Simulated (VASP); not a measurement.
# Cr (Im-3m) in VASP: reference runs

Reference runs on Cr: the cell as given and a disturbed copy.

All numbers are computed with VASP 6.6.1; they aren't measurements. Logs are shortened: lines on timing, memory, paths and dates and some standing lists are left out, and cuts for length are marked.

### 1 Starting point

It takes space group Im-3m (No. 229, cubic). The conventional cell has a = 2.969 Å, b = 2.969 Å, c = 2.969 Å, α = 90.00°, β = 90.00°, γ = 90.00°. Cr (site symmetry m-3m) is surrounded by 8 Cr at 2.57 Å.

### 2 Single point, PBE, collinear spin, ferromagnetic start

INCAR reads:

```
SYSTEM = Cr
ALGO = Normal ; EDIFF = 1E-7
ENCUT = 520 ; GGA = PE
ISIF = 2 ; ISMEAR = -1
ISPIN = 2 ; LASPH = .True.
LCHARG = .False. ; LMAXMIX = 4
LORBIT = 11 ; LREAL = .False.
LWAVE = .False. ; MAGMOM = 3
NBANDS = 16 ; NELM = 150
PREC = Accurate ; SIGMA = 0.05
```

KPOINTS reads:

```
k-points
0
Gamma
  12 12 12
  0 0 0
```

POSCAR reads:

```
Cr
1.0
   -1.4844496776      1.4844496776      1.4844496776
    1.4844496776     -1.4844496776      1.4844496776
    1.4844496776      1.4844496776     -1.4844496776
Cr
1
Direct
    0.0000000000      0.0000000000      0.0000000000
```

Potentials or basis: VASP PAW PBE potentials, release 64 (Cr_pv).

On the command line:

```sh
cat potpaw_PBE.64/Cr_pv/POTCAR > POTCAR
mpirun -np 1 vasp_std > vasp.out
```

OUTCAR:

```text
SYSTEM = Cr
   EDIFF = 1E-7
   ENCUT = 520
   GGA = PE
   ISIF = 2
   ISMEAR = -1
   ISPIN = 2
   LASPH = .True.
   LORBIT = 11
   LREAL = .False.
   NELM = 150
   PREC = Accurate

 ion  position               nearest neighbor table
   1  0.000  0.000  0.000-

  LATTYP: Found a body centered cubic cell.
 ALAT       =     2.9688993552

  Lattice vectors:

 A1 = (  -1.4844496776,   1.4844496776,   1.4844496776)
 A2 = (   1.4844496776,  -1.4844496776,   1.4844496776)
 A3 = (   1.4844496776,   1.4844496776,  -1.4844496776)

Analysis of symmetry for initial positions (statically):
=====================================================================
 Subroutine PRICEL returns:
 Original cell was already a primitive cell.

 Routine SETGRP: Setting up the symmetry group for a
 body centered cubic supercell.

 Subroutine GETGRP returns: Found 48 space group operations
 (whereof 48 operations were pure point group operations)
 out of a pool of 48 trial point group operations.

The static configuration has the point symmetry O_h .

Analysis of symmetry for dynamics (positions and initial velocities):
=====================================================================
 Subroutine PRICEL returns:
 Original cell was already a primitive cell.

 Routine SETGRP: Setting up the symmetry group for a
 body centered cubic supercell.

 Subroutine GETGRP returns: Found 48 space group operations
 (whereof 48 operations were pure point group operations)
 out of a pool of 48 trial point group operations.

The dynamic configuration has the point symmetry O_h .

Analysis of structural, dynamic, and magnetic symmetry:
=====================================================================
 Subroutine PRICEL returns:
 Original cell was already a primitive cell.
[... 1702 lines left out ...]
      5       7.6134      1.00000
      6       8.2833      1.00000
[... 8 lines left out ...]
     15      35.1986      0.00000
     16      38.2722      0.00000

 [... further k-points ...]

------------------------ aborting loop because EDIFF is reached ----------------------------------------

 total charge

# of ion       s       p       d       tot
------------------------------------------
    1        0.396   6.328   4.091  10.815

 magnetization (x)

# of ion       s       p       d       tot
------------------------------------------
    1        0.000  -0.000  -0.000  -0.000

    CHARGE:  cpu time      0.0000: real time      0.1564
    FORLOC:  cpu time      0.0000: real time      0.0014
    FORNL :  cpu time      0.0000: real time      0.2615
    STRESS:  cpu time      0.0000: real time      0.4199
    FORCOR:  cpu time      0.0000: real time      0.0867
    FORHAR:  cpu time      0.0000: real time      0.0083
    MIXING:  cpu time      0.0000: real time      0.0039
    OFIELD:  cpu time      0.0000: real time      0.0001

  FORCE on cell =-STRESS in cart. coord.  units (eV):
  Direction    XX          YY          ZZ          XY          YZ          ZX
  --------------------------------------------------------------------------------------
  -------------------------------------------------------------------------------------
  Total       -2.0463136     -2.0463136     -2.0463136      0.0000000     -0.0000000     -0.0000000
  in kB     -250.5684249   -250.5684249   -250.5684249      0.0000000     -0.0000000     -0.0000000
  external PRESSURE =    -250.5684249 kB  Pullay stress =       0.0000000 kB

 VOLUME and BASIS-vectors are now :
 -----------------------------------------------------------------------------
  energy-cutoff  :      520.00
  volume of cell :       13.08
      direct lattice vectors                 reciprocal lattice vectors
    -1.484449678  1.484449678  1.484449678     0.000000000  0.336825160  0.336825160
     1.484449678 -1.484449678  1.484449678     0.336825160  0.000000000  0.336825160
     1.484449678  1.484449678 -1.484449678     0.336825160  0.336825160  0.000000000

  length of vectors
     2.571142263  2.571142263  2.571142263     0.476342709  0.476342709  0.476342709

 FORCES acting on ions
    electron-ion (+dipol)            ewald-force                    non-local-force                 convergence-correction
 -----------------------------------------------------------------------------------------------
   0.183E-13 -.187E-13 0.395E-13   -.244E-14 -.120E-14 0.377E-14   0.129E-25 -.129E-25 0.000E+00   0.273E-13 -.956E-14 0.677E-15
 -----------------------------------------------------------------------------------------------
   0.183E-13 -.187E-13 0.395E-13   -.244E-14 -.120E-14 0.377E-14   0.129E-25 -.129E-25 0.000E+00   0.273E-13 -.956E-14 0.677E-15

 POSITION                                       TOTAL-FORCE (eV/Angst)
 -----------------------------------------------------------------------------------
      0.00000      0.00000      0.00000         0.000000     -0.000000      0.000000
 -----------------------------------------------------------------------------------
    total drift:                                0.000000     -0.000000      0.000000

--------------------------------------------------------------------------------------------------------

  FREE ENERGIE OF THE ION-ELECTRON SYSTEM (eV)
  ---------------------------------------------------
  free  energy   TOTEN  =        -9.3846764214 eV

  energy  without entropy=       -9.3789178424  energy(sigma->0) =       -9.38179713

--------------------------------------------------------------------------------------------------------

    POTLOK:  cpu time      0.0000: real time      0.3416

--------------------------------------------------------------------------------------------------------

     LOOP+:  cpu time      0.0000: real time     20.6977
    4ORBIT:  cpu time      0.0000: real time      0.0000

 total charge

# of ion       s       p       d       tot
------------------------------------------
    1        0.396   6.328   4.091  10.815

 magnetization (x)

# of ion       s       p       d       tot
------------------------------------------
    1        0.000  -0.000  -0.000  -0.000

 total amount of memory used by VASP MPI-rank0    55900. kBytes
=======================================================================

   base                                    :      30000. kBytes
   nonl-proj                               :       3842. kBytes
   fftplans                                :       2284. kBytes
   grid                                    :       5440. kBytes
   one-center                              :         31. kBytes
   wavefun                                 :      14303. kBytes

 General timing and accounting informations for this job:
 ========================================================
```

OSZICAR:

```text
N       E                     dE             d eps       ncg     rms          rms(c)
DAV:   1     0.838781416482E+02    0.83878E+02   -0.62866E+03  4672   0.842E+02
DAV:   2    -0.827454557314E+01   -0.92153E+02   -0.87834E+02  4960   0.244E+02
DAV:   3    -0.980179089350E+01   -0.15272E+01   -0.15238E+01  5312   0.350E+01
DAV:   4    -0.980796902170E+01   -0.61781E-02   -0.61780E-02  5376   0.220E+00
DAV:   5    -0.980802349316E+01   -0.54471E-04   -0.54472E-04  5336   0.187E-01    0.165E+01
DAV:   6    -0.932391776772E+01    0.48411E+00   -0.24830E+00  4728   0.268E+01    0.365E+00
DAV:   7    -0.938436664723E+01   -0.60449E-01   -0.19731E-01  4832   0.346E+00    0.207E+00
DAV:   8    -0.938710041210E+01   -0.27338E-02   -0.46325E-03  5248   0.916E-01    0.101E+00
DAV:   9    -0.938439701025E+01    0.27034E-02   -0.15622E-03  5136   0.475E-01    0.255E-01
DAV:  10    -0.938465837441E+01   -0.26136E-03   -0.34155E-04  4856   0.240E-01    0.722E-02
DAV:  11    -0.938468073405E+01   -0.22360E-04   -0.16336E-05  4928   0.399E-02    0.212E-02
DAV:  12    -0.938467972649E+01    0.10076E-05   -0.26635E-06  5112   0.169E-02    0.114E-02
DAV:  13    -0.938467620972E+01    0.35168E-05   -0.10669E-06  4736   0.103E-02    0.189E-03
DAV:  14    -0.938467634072E+01   -0.13100E-06   -0.93941E-08  3832   0.326E-03    0.464E-04
DAV:  15    -0.938467642142E+01   -0.80693E-07   -0.41651E-09  2384   0.704E-04
   1 F= -.93846764E+01 E0= -.93817971E+01  d E =-.575858E-02  mag=    -0.0000
```

stdout:

```text
POSCAR found type information on POSCAR Cr
 POSCAR found :  1 types and       1 ions
 scaLAPACK will be used
 LDA part: xc-table for (Slater+PW92), standard interpolation
 POSCAR, INCAR and KPOINTS ok, starting setup
 FFT: planning ... GRIDC
 FFT: planning ... GRID_SOFT
 FFT: planning ... GRID
 WAVECAR not read
 entering main loop
```

Run time: 22 s. Hardware: 1 thread of Intel Xeon Platinum 8488C (Sapphire Rapids), shared host; peak memory 0.14 GiB.

What came out:

| Property | Result |
| --- | --- |
| Free energy | -9.3847 eV |
| Pressure | -25.1 GPa |
| Band gap on the k mesh | none (metal or under the smearing width) |
| Net moment | 0.00 μB per cell |
| Valence electrons inside the program's atomic spheres | Cr 10.81 |

Levels at points of the mesh, in eV from the Fermi level:
Spin up:
```
           k point  band 2  band 3  band 4  band 5  band 6  band 7  band 8  band 9  band 10  band 11
(0.00, 0.00, 0.00)  -42.82  -42.82   -7.35   -0.72   -0.72   -0.72    1.03    1.03     7.11    21.36
(0.50, 0.00, 0.00)  -43.02  -42.83   -3.80   -2.02    0.90    1.00    1.29    2.42     7.10     8.58
(0.50, 0.50, 0.50)  -43.25  -43.25   -3.56   -3.56    2.09    2.09    2.09    7.10     9.59     9.59
```
Spin down:
```tsv
k point	band 2	band 3	band 4	band 5	band 6	band 7	band 8	band 9	band 10	band 11
(0.00, 0.00, 0.00)	-42.82	-42.82	-7.35	-0.72	-0.72	-0.72	1.03	1.03	7.11	21.36
(0.50, 0.00, 0.00)	-43.02	-42.83	-3.80	-2.02	0.90	1.00	1.29	2.42	7.10	8.58
(0.50, 0.50, 0.50)	-43.25	-43.25	-3.56	-3.56	2.09	2.09	2.09	7.10	9.59	9.59
```

Caveat: the starting moments collapsed, and a magnetic state may lie lower; so large a pressure means that the cell lies far from this level's equilibrium, or that cutoff or potentials fall short.

### 3 Single point, PBE, collinear spin, ferromagnetic start (cell strained at random at fixed volume)

INCAR reads:

```
SYSTEM = Cr
ALGO     = Normal         ! electronic algorithm
EDIFF    = 1E-7           ! SCF threshold, eV
ENCUT    = 520            ! plane-wave cutoff, eV
GGA      = PE             ! functional
ISIF     = 2              ! what is computed and relaxed
ISMEAR   = -1             ! smearing method
ISPIN    = 2              ! spin polarisation
LASPH    = .TRUE.         ! aspherical terms in the spheres
LCHARG   = .FALSE.        ! write CHGCAR
LMAXMIX  = 4              ! l up to which the mixer works
LORBIT   = 11             ! projections on sites
LREAL    = .FALSE.        ! projectors in reciprocal space
LWAVE    = .FALSE.        ! write WAVECAR
MAGMOM   = 3              ! initial moments
NBANDS   = 16             ! bands
NELM     = 150            ! most SCF steps
PREC     = Accurate       ! precision mode
SIGMA    = 0.05           ! smearing width, eV
```

KPOINTS reads:

```
k-points
0
G
  12 12 12
  0 0 0
```

POSCAR reads:

```
Cr
1.0
   -1.4806240000      1.4726660000      1.4227520000
    1.5490710000     -1.4964210000      1.5149530000
    1.4669230000      1.4827200000     -1.4465060000
Cr
1
Direct
    0.0065450000     -0.0049150000     -0.0232640000
```

Potentials or basis: VASP PAW PBE potentials, release 64 (Cr_pv).

On the command line:

```sh
cat potpaw_PBE.64/Cr_pv/POTCAR > POTCAR
mpirun -np 1 vasp_std > vasp.out
```

OUTCAR:

```text
SYSTEM = Cr
   EDIFF = 1E-7
   ENCUT = 520
   GGA = PE
   ISIF = 2
   ISMEAR = -1
   ISPIN = 2
   LASPH = .TRUE.
   LORBIT = 11
   LREAL = .FALSE.
   NELM = 150
   PREC = Accurate

 ion  position               nearest neighbor table
   1  0.007  0.995  0.977-

  LATTYP: Found a triclinic cell.
 ALAT       =     6.6614626849
 B/A-ratio  =     0.6369468708
 C/A-ratio  =     0.3810345868
 COS(alpha) =     0.0084834327
[... 1815 lines left out ...]
    total drift:                                0.000053      0.000025     -0.000033

--------------------------------------------------------------------------------------------------------

  FREE ENERGIE OF THE ION-ELECTRON SYSTEM (eV)
  ---------------------------------------------------
  free  energy   TOTEN  =        -9.3752476240 eV

  energy  without entropy=       -9.3697094567  energy(sigma->0) =       -9.37247854

--------------------------------------------------------------------------------------------------------

    POTLOK:  cpu time      0.0000: real time      0.2966

--------------------------------------------------------------------------------------------------------

     LOOP+:  cpu time      0.0000: real time    286.9798
    4ORBIT:  cpu time      0.0000: real time      0.0000

 total charge

# of ion       s       p       d       tot
------------------------------------------
    1        0.397   6.329   4.091  10.817

 magnetization (x)

# of ion       s       p       d       tot
------------------------------------------
    1        0.000  -0.000  -0.000  -0.000

 total amount of memory used by VASP MPI-rank0   256440. kBytes
=======================================================================

   base                                    :      30000. kBytes
   nonl-proj                               :      46252. kBytes
   fftplans                                :       2284. kBytes
   grid                                    :       5440. kBytes
   one-center                              :         31. kBytes
   wavefun                                 :     172433. kBytes

 General timing and accounting informations for this job:
 ========================================================
```

OSZICAR:

```text
N       E                     dE             d eps       ncg     rms          rms(c)
DAV:   1     0.823635109257E+02    0.82364E+02   -0.61786E+03 56688   0.852E+02
DAV:   2    -0.827291866792E+01   -0.90636E+02   -0.86391E+02 60352   0.245E+02
DAV:   3    -0.978393749096E+01   -0.15110E+01   -0.15072E+01 62888   0.350E+01
DAV:   4    -0.978999848203E+01   -0.60610E-02   -0.60609E-02 64704   0.220E+00
DAV:   5    -0.979005165072E+01   -0.53169E-04   -0.53169E-04 63560   0.186E-01    0.166E+01
DAV:   6    -0.931760276157E+01    0.47245E+00   -0.25091E+00 56880   0.268E+01    0.366E+00
DAV:   7    -0.937547364861E+01   -0.57871E-01   -0.19357E-01 58192   0.348E+00    0.208E+00
DAV:   8    -0.937796379524E+01   -0.24901E-02   -0.48959E-03 64712   0.917E-01    0.990E-01
DAV:   9    -0.937497061942E+01    0.29932E-02   -0.17403E-03 62768   0.474E-01    0.261E-01
DAV:  10    -0.937523118236E+01   -0.26056E-03   -0.39179E-04 58600   0.237E-01    0.679E-02
DAV:  11    -0.937525104532E+01   -0.19863E-04   -0.21541E-05 61528   0.407E-02    0.214E-02
DAV:  12    -0.937525060060E+01    0.44472E-06   -0.37008E-06 60272   0.183E-02    0.109E-02
DAV:  13    -0.937524798828E+01    0.26123E-05   -0.11071E-06 57664   0.106E-02    0.260E-03
DAV:  14    -0.937524763709E+01    0.35119E-06   -0.20069E-07 55832   0.444E-03    0.700E-04
DAV:  15    -0.937524762403E+01    0.13064E-07   -0.14779E-08 28296   0.142E-03
   1 F= -.93752476E+01 E0= -.93724785E+01  d E =-.553817E-02  mag=    -0.0000
```

Run time: 4.8 min. Hardware: 1 thread of Intel Xeon Platinum 8488C (Sapphire Rapids), shared host; peak memory 0.36 GiB.

What came out:

- Free energy: -9.3752 eV
- Pressure: -24.7 GPa
- Band gap on the k mesh: none (metal or under the smearing width)
- Net moment: 0.00 μB per cell
- Valence electrons inside the program's atomic spheres: Cr 10.82

Caveat: the starting moments collapsed, and a magnetic state may lie lower.
